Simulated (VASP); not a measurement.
# BAs (F-43m) in VASP: a series of runs

Runs on BAs. Level: r2SCAN. Tasks: single point, relaxation of cell and atoms.

All numbers are computed with VASP 6.6.1; they aren't measurements. Logs are shortened: lines on timing, memory, paths and dates and some standing lists are left out, and cuts for length are marked.

**1. The structure**

Symmetry: F-43m, No. 216, cubic system. The conventional cell has a = 4.784 Å, b = 4.784 Å, c = 4.784 Å, α = 90.00°, β = 90.00°, γ = 90.00°. B (site symmetry -43m) has 4 As at 2.07 Å as nearest neighbours. Around As (site symmetry -43m) lie 4 B at 2.07 Å.

The cell was built by a generator and needn't be a form met in nature.

**2. Single point, r2SCAN**

Contents of POSCAR:

```
BAs
1.0
    0.0000000000      2.3919292303      2.3919292303
    2.3919292303      0.0000000000      2.3919292303
    2.3919292303      2.3919292303      0.0000000000
B As
1 1
Direct
    0.0000000000      0.0000000000      0.0000000000
    0.2500000000      0.2500000000      0.2500000000
```

Contents of INCAR.step1:

```
PREC = Accurate
ENCUT = 520
ISMEAR = 0
SIGMA = 0.01
LREAL = False
LASPH = True
NELM = 100
NBANDS = 11
GGA = PE
ALGO = Normal
EDIFF = 1E-4
LWAVE = True
LCHARG = False
```

Contents of INCAR.step2:

```
PREC = Accurate
ENCUT = 520
EDIFF = 1E-7
ISMEAR = 0
SIGMA = 0.01
LREAL = False
LASPH = True
NELM = 100
ALGO = Normal
ISIF = 2
LWAVE = False
LCHARG = False
METAGGA = R2SCAN
LMIXTAU = True
NBANDS = 11
ISTART = 1
```

Contents of KPOINTS:

```
regular mesh
0
Gamma
  8 8 8
```

Potentials or basis: VASP PAW PBE potentials, release 64 (B, As).

The run is started by

```console
$ cat potpaw_PBE.64/B/POTCAR potpaw_PBE.64/As/POTCAR > POTCAR
$ cp INCAR.step1 INCAR
$ mpirun -np 1 vasp_std > vasp.out
$ cp INCAR.step2 INCAR
$ mpirun -np 1 vasp_std > vasp.out
```

OUTCAR:

```text
PREC = Accurate
   ENCUT = 520
   EDIFF = 1E-7
   ISMEAR = 0
   LREAL = False
   LASPH = True
   NELM = 100
   ISIF = 2
   METAGGA = R2SCAN
   ISTART = 1

 ion  position               nearest neighbor table
   1  0.000  0.000  0.000-   2 2.07   2 2.07   2 2.07   2 2.07
   2  0.250  0.250  0.250-   1 2.07   1 2.07   1 2.07   1 2.07

  LATTYP: Found a face centered cubic cell.
 ALAT       =     4.7838584606

  Lattice vectors:

 A1 = (   0.0000000000,   2.3919292303,   2.3919292303)
 A2 = (   2.3919292303,   0.0000000000,   2.3919292303)
 A3 = (   2.3919292303,   2.3919292303,   0.0000000000)

Analysis of symmetry for initial positions (statically):
=====================================================================
 Subroutine PRICEL returns:
 Original cell was already a primitive cell.

 Routine SETGRP: Setting up the symmetry group for a
 face centered cubic supercell.

 Subroutine GETGRP returns: Found 24 space group operations
 (whereof 24 operations were pure point group operations)
 out of a pool of 48 trial point group operations.

The static configuration has the point symmetry T_d .

Analysis of symmetry for dynamics (positions and initial velocities):
=====================================================================
 Subroutine PRICEL returns:
 Original cell was already a primitive cell.

 Routine SETGRP: Setting up the symmetry group for a
 face centered cubic supercell.

 Subroutine GETGRP returns: Found 24 space group operations
 (whereof 24 operations were pure point group operations)
 out of a pool of 48 trial point group operations.

The dynamic configuration has the point symmetry T_d .

 Subroutine INISYM returns: Found 24 space group operations
 (whereof 24 operations are pure point group operations),
 and found     1 'primitive' translations

----------------------------------------------------------------------------------------

                                     Primitive cell

  volume of cell :      27.3700

  direct lattice vectors                    reciprocal lattice vectors
     0.000000000  2.391929230  2.391929230    -0.209036285  0.209036285  0.209036285
     2.391929230  0.000000000  2.391929230     0.209036285 -0.209036285  0.209036285
     2.391929230  2.391929230  0.000000000     0.209036285  0.209036285 -0.209036285

  length of vectors
     3.382698758  3.382698758  3.382698758     0.362061466  0.362061466  0.362061466

  position of ions in fractional coordinates (direct lattice)
     0.000000000  0.000000000  0.000000000
     0.250000000  0.250000000  0.250000000

  ion indices of the primitive-cell ions
   primitive index   ion index
                 1           1
                 2           2

----------------------------------------------------------------------------------------

 KPOINTS: regular mesh

Automatic generation of k-mesh.
 Grid dimensions read from file:
 generate k-points for:    8    8    8

 Generating k-lattice:

  Cartesian coordinates                     Fractional coordinates (reciprocal lattice)
    -0.026129536  0.026129536  0.026129536     0.125000000  0.000000000  0.000000000
     0.026129536 -0.026129536  0.026129536     0.000000000  0.125000000  0.000000000
     0.026129536  0.026129536 -0.026129536     0.000000000  0.000000000  0.125000000

  Length of vectors
     0.045257683  0.045257683  0.045257683

  Shift w.r.t. Gamma in fractional coordinates (k-lattice)
     0.000000000  0.000000000  0.000000000

 Subroutine IBZKPT returns following result:
 ===========================================

 Found     29 irreducible k-points:

 Following reciprocal coordinates:
            Coordinates               Weight
  0.000000  0.000000  0.000000      1.000000
  0.125000  0.000000  0.000000      8.000000
  0.250000  0.000000  0.000000      8.000000
  0.375000  0.000000  0.000000      8.000000
  0.500000  0.000000  0.000000      4.000000
  0.125000  0.125000  0.000000      6.000000
[... 16 lines left out ...]
  0.500000  0.250000  0.125000     48.000000
 -0.375000  0.250000  0.125000     24.000000
 [... further k-points ...]
   k-points           NKPTS =     29   k-points in BZ     NKDIM =     29   number of bands    NBANDS=     11
   number of dos      NEDOS =    301   number of ions     NIONS =      2
   total plane-waves  NPLWV =  21952
   dimension x,y,z NGX =    28 NGY =   28 NGZ =   28
   dimension x,y,z NGXF=    56 NGYF=   56 NGZF=   56
   ions per type =               1   1
   NGX,Y,Z   is equivalent  to a cutoff of  13.76, 13.76, 13.76 a.u.
   NGXF,Y,Z  is equivalent  to a cutoff of  27.52, 27.52, 27.52 a.u.
 SYSTEM =  unknown system
   PREC   = accura    normal or accurate (medium, high low for compatibility)
   ISTART =      1    job   : 0-new  1-cont  2-samecut
   ICHARG =      0    charge: 1-file 2-atom 10-const
   ISPIN  =      1    spin polarized calculation?
   LNONCOLLINEAR =      F non collinear calculations
   LSORBIT =      F    spin-orbit coupling
   LASPH  =      T    aspherical Exc in radial PAW
   ENCUT  =  520.0 eV  38.22 Ry    6.18 a.u.   6.29  6.29  6.29*2*pi/ulx,y,z
   NELM   =    100;   NELMIN=  2; NELMDL=  0     # of ELM steps
   EDIFF  = 0.1E-06   stopping-criterion for ELM
   LREAL  =      F    real-space projection
   EDIFFG = 0.1E-05   stopping-criterion for IOM
   NSW    =      0    number of steps for IOM
   IBRION =     -1    ionic relax: 0-MD 1-quasi-New 2-CG
   NFREE  =      0    steps in history (QN), initial steepest desc. (CG)
   ISIF   =      2    stress and relaxation
   ISYM   =      2    0-nonsym 1-usesym 2-fastsym
   POTIM  = 0.5000    time-step for ionic-motion
   TEBEG  =    0.0;   TEEND  =   0.0 temperature during run
   PSTRESS=    0.0 pullay stress
   NELECT =       8.0000    total number of electrons
   NUPDOWN=      -1.0000    fix difference up-down
   EMIN   =  10.00;   EMAX   =-10.00  energy-range for DOS
   EFERMI =   0.00;   METHOD = LEGACY
   ISMEAR =     0;   SIGMA  =   0.01  broadening in eV -4-tet -1-fermi 0-gaus
   EFERMI_NEDOS =   21; number of points for ismear=-14 and -15
   IALGO  =     38    algorithm
   IMIX   =      4    mixing-type and parameters
     AMIX     =   0.40;   BMIX     =  1.00
     AMIX_MAG =   1.60;   BMIX_MAG =  1.00
  volume/ion in A,a.u.               =      13.69        92.35
  Fermi-wavevector in a.u.,A,eV,Ry     =   1.086459  2.053109 16.060211  1.180392
  Thomas-Fermi vector in A             =   2.222596
   LORBIT       =      0    0 simple, 1 ext, 2 COOP (PROOUT), +10 PAW based schemes
   METAGGA = R2SCAN    functional components
   LHFCALC =     F    Hartree Fock is set to
   AEXX    =    0.0000 exact exchange contribution
   IVDW    =     0    specifies the selected vdW correction
   LEPSILON=     F    determine dielectric tensor
   LRPA    =     F    only Hartree local field effects (RPA)
 non-spin polarized calculation
 Gauss-broadening in eV      SIGMA  =   0.01
  energy-cutoff  :      520.00
  volume of cell :       27.37
 maximum number of plane-waves:       754
 NGX is ok and might be reduce to    28
   NGX = 13   NGY = 13   NGZ = 13

 number of electron       8.0000000 magnetization

 Free energy of the ion-electron system (eV)
  ---------------------------------------------------
  ext. energy  EPLUGINS =         0.00000000
  ---------------------------------------------------
  free energy    TOTEN  =       -22.25399499 eV

  energy without entropy =      -22.25399499  energy(sigma->0) =      -22.25399499

 E-fermi :   6.0180     XC(G=0): -11.1134

 val. band max:        5.9764727375   @ k =   0.0000   0.0000   0.0000
 cond. band min:       7.3619899075   @ k =   0.3750   0.3750   0.0000
 fundamental gap:      1.3855171700
 Fermi energy:         6.0180365215

 k-point     1 :       0.0000    0.0000    0.0000
  band No.  band energies     occupation
      1     -10.1411      2.00000
      2       5.9765      2.00000
      3       5.9765      2.00000
      4       5.9765      2.00000
      5       9.4168      0.00000
      6       9.4168      0.00000
      7       9.4168      0.00000
      8      11.0714      0.00000
      9      16.3311      0.00000
     10      19.3998      0.00000
     11      19.3998      0.00000

 k-point     2 :       0.1250    0.0000    0.0000
  band No.  band energies     occupation
      1      -9.8732      2.00000
      2       3.9122      2.00000
      3       5.5113      2.00000
      4       5.5113      2.00000
      5       9.6267      0.00000
      6      10.0300      0.00000
      7      10.0300      0.00000
      8      12.3807      0.00000
      9      17.2902      0.00000
     10      18.1174      0.00000
     11      18.1174      0.00000

 k-point     3 :       0.2500    0.0000    0.0000
  band No.  band energies     occupation
      1      -9.0930      2.00000
      2       0.7974      2.00000
      3       4.7583      2.00000
      4       4.7583      2.00000
      5       9.3126      0.00000
      6      10.8815      0.00000
      7      10.8815      0.00000
      8      14.4852      0.00000
      9      17.7403      0.00000
     10      17.7403      0.00000
     11      18.0272      0.00000
[... 267 lines left out ...]
 k-point    23 :       0.5000    0.2500    0.1250
  band No.  band energies     occupation
      1      -7.2864      2.00000
      2      -1.5587      2.00000
      3       1.3310      2.00000
      4       3.1002      2.00000
      5      10.1513      0.00000
      6      11.3557      0.00000
      7      12.9625      0.00000
      8      14.5153      0.00000
      9      18.1269      0.00000
     10      19.9910      0.00000
     11      22.3940      0.00000

 k-point    24 :      -0.3750    0.2500    0.1250
  band No.  band energies     occupation
      1      -6.5223      2.00000
      2      -2.7428      2.00000
      3       1.1999      2.00000
      4       2.7504      2.00000
      5      10.2941      0.00000
      6      11.0296      0.00000
      7      13.9393      0.00000
      8      15.5809      0.00000
      9      16.8967      0.00000
     10      20.9463      0.00000
     11      22.0921      0.00000

 [... further k-points ...]

------------------------ aborting loop because EDIFF is reached ----------------------------------------

  FORCE on cell =-STRESS in cart. coord.  units (eV):
  Direction    XX          YY          ZZ          XY          YZ          ZX
  --------------------------------------------------------------------------------------
  -------------------------------------------------------------------------------------
  Total        0.0416226      0.0416226      0.0416226      0.0000000      0.0000000      0.0000000
  in kB        2.4364912      2.4364912      2.4364912      0.0000000      0.0000000      0.0000000
  external PRESSURE =       2.4364912 kB  Pullay stress =       0.0000000 kB

 VOLUME and BASIS-vectors are now :
 -----------------------------------------------------------------------------
  energy-cutoff  :      520.00
  volume of cell :       27.37
      direct lattice vectors                 reciprocal lattice vectors
     0.000000000  2.391929230  2.391929230    -0.209036285  0.209036285  0.209036285
     2.391929230  0.000000000  2.391929230     0.209036285 -0.209036285  0.209036285
     2.391929230  2.391929230  0.000000000     0.209036285  0.209036285 -0.209036285

 POSITION                                       TOTAL-FORCE (eV/Angst)
 -----------------------------------------------------------------------------------
      0.00000      0.00000      0.00000         0.000000     -0.000000     -0.000000
      1.19596      1.19596      1.19596        -0.000000      0.000000      0.000000
 -----------------------------------------------------------------------------------
    total drift:                               -0.000000     -0.000000     -0.000000

  FREE ENERGIE OF THE ION-ELECTRON SYSTEM (eV)
  ---------------------------------------------------
  free  energy   TOTEN  =       -22.2539949872 eV

  energy  without entropy=      -22.2539949872  energy(sigma->0) =      -22.25399499
```

Run time: 39 s. Hardware: 1 thread of Intel Xeon 6975P-C (Granite Rapids), shared host; peak memory 0.16 GiB.

What came out:

```
Free energy            : -22.2540 eV
Pressure               : 0.2 GPa
Band gap on the k mesh : 1.39 eV, indirect (least direct gap 3.44 eV)
```

Caveat: the PAW data sets were made with another functional, which shifts forces and pressure a little.

**3. Relaxation of cell and atoms, r2SCAN**

This run uses another cell than the first one, of 13.65 Å³/atom, 0.998 times its volume.

Contents of POSCAR:

```
BAs
1.0
    0.0000000000      2.3900000000      2.3900000000
    2.3900000000      0.0000000000      2.3900000000
    2.3900000000      2.3900000000      0.0000000000
B As
1 1
Direct
    0.0000000000      0.0000000000      0.0000000000
    0.2500000000      0.2500000000      0.2500000000
```

Contents of INCAR.step1:

```
SYSTEM = BAs
ALGO = Normal ; EDIFF = 1E-4
ENCUT = 600 ; GGA = PE
ISMEAR = 0 ; LASPH = .True.
LCHARG = .False. ; LREAL = .False.
LWAVE = .True. ; NELM = 100
PREC = Accurate ; SIGMA = 0.01
```

Contents of INCAR.step2:

```
SYSTEM = BAs
ALGO = Normal ; EDIFF = 1E-7
EDIFFG = -0.002 ; ENCUT = 600
IBRION = 2 ; ISIF = 3
ISMEAR = 0 ; ISTART = 1
LASPH = .True. ; LCHARG = .False.
LMIXTAU = .True. ; LREAL = .False.
LWAVE = .False. ; METAGGA = R2SCAN
NELM = 100 ; NSW = 80
PREC = Accurate ; SIGMA = 0.01
```

Contents of KPOINTS:

```
k-points
0
Gamma
  8 8 8
  0 0 0
```

Potentials or basis: VASP PAW PBE potentials, release 64 (B, As).

The run is started by

```console
$ cat potpaw_PBE.64/B/POTCAR potpaw_PBE.64/As/POTCAR > POTCAR
$ cp INCAR.step1 INCAR
$ mpirun -np 1 vasp_std > vasp.out
$ cp INCAR.step2 INCAR
$ mpirun -np 1 vasp_std > vasp.out
```

Wall time 60 s (1 thread of Intel Xeon 6975P-C (Granite Rapids), shared host); peak memory 0.17 GiB.

Results (log left out):

| Quantity | Value |
| --- | --- |
| Free energy | -22.2554 eV |
| Relaxed volume | 13.71 Å³/atom |
| Relaxed cell | a = 3.384 Å, b = 3.384 Å, c = 3.384 Å, α = 60.00°, β = 60.00°, γ = 60.00° |
| Space group after relaxing (to 0.05 Å) | F-43m (No. 216) |
| Energy gained by relaxing | 0.1 meV/atom |
| Ionic steps | 3 |
| Pressure after relaxing | 0.0 GPa |
| Band gap on the k mesh | 1.39 eV, indirect (least direct gap 3.44 eV) |

The path:
```tsv
step	energy change (eV)	largest force (eV/Å)	pressure (GPa)	volume (Å³)
1	0.0000	0.0000	0.59	27.30
2	-0.0001	0.0000	-0.44	27.50
3	-0.0002	0.0000	0.01	27.41
```

Final structure:
```
CELL_PARAMETERS angstrom
0.00000 2.39317 2.39317
2.39317 0.00000 2.39317
2.39317 2.39317 0.00000
ATOMIC_POSITIONS crystal
B 0.00000 0.00000 0.00000
As 0.25000 0.25000 0.25000
```

Levels at points of the mesh, in eV from the valence-band top:
| k point | band 1 | band 2 | band 3 | band 4 | band 5 | band 6 | band 7 | band 8 |
| --- | --- | --- | --- | --- | --- | --- | --- | --- |
| (0.00, 0.00, 0.00) | -16.10 | 0.00 | 0.00 | 0.00 | 3.44 | 3.44 | 3.44 | 5.07 |
| (0.50, 0.00, 0.00) | -13.10 | -9.20 | -1.93 | -1.93 | 2.94 | 5.05 | 5.05 | 9.56 |
| (0.50, 0.50, 0.00) | -11.67 | -9.03 | -4.28 | -4.28 | 1.62 | 1.70 | 12.10 | 12.10 |

Caveat: the PAW data sets were made with another functional, which shifts forces and pressure a little.
